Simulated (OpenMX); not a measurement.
HfO2:

```xyz
6
Lattice="4.8135 0.0000 0.0000 0.0000 4.8135 0.0000 0.0000 0.0000 3.2054" Properties=species:S:1:pos:R:3 pbc="T T T"
Hf    2.4068    2.4068    1.6027
Hf    0.0000    0.0000    0.0000
O     3.8751    0.9384    1.6027
O     3.3452    3.3452    0.0000
O     1.4683    1.4683    0.0000
O     0.9384    3.8751    1.6027
```

Measurements of this composition are mostly on another form, of space group No. 14.

```yaml
Program: OpenMX 3.8.5
Task: single point
Functional: PBE
Potentials_or_basis: OpenMX 2013 PBE set, Hf7.0-s3p2d2f1, O6.0-s2p2d1, grid cutoff 400 Ry
k_mesh: 7 × 7 × 9
Occupations: fermi-dirac, width 0.05 eV
Spin: no spin polarisation
```

On this cell: pressure 4.1 GPa; largest force 0.012 eV/Å; band gap on the k mesh 3.82 eV, direct.

The same run follows on a disturbed copy (atoms moved at random, drawn with an rms of 0.05 Å):

```
CELL_PARAMETERS angstrom
4.81353 0.00000 0.00000
0.00000 4.81353 0.00000
0.00000 0.00000 3.20542
ATOMIC_POSITIONS crystal
Hf 0.49065 0.49807 0.50886
Hf 0.00394 0.99721 0.98664
O 0.80493 0.19942 0.50994
O 0.68750 0.69082 0.00169
O 0.31284 0.30387 0.00825
O 0.19223 0.80029 0.51215
```

Task: What changes?

Result: The energy moves by +17.6 meV/atom; pressure 5.1 GPa; largest force 1.305 eV/Å; band gap on the k mesh 3.83 eV, direct.

Forces in eV/Å, atoms in the order of the input:
```
Hf   1.136  0.022 -0.111
Hf  -1.065  0.270  0.705
O    0.493 -0.469 -0.228
O    0.538  0.664  0.226
O   -0.866 -0.769 -0.069
O   -0.232  0.280 -0.511
```

Caveats: spin-orbit coupling is left out, which moves the levels of the heavy elements; an odd mesh through Γ misses points on the zone boundary, where band edges often lie; the basis of atomic orbitals isn't converged, which shifts pressures, moduli and gaps.
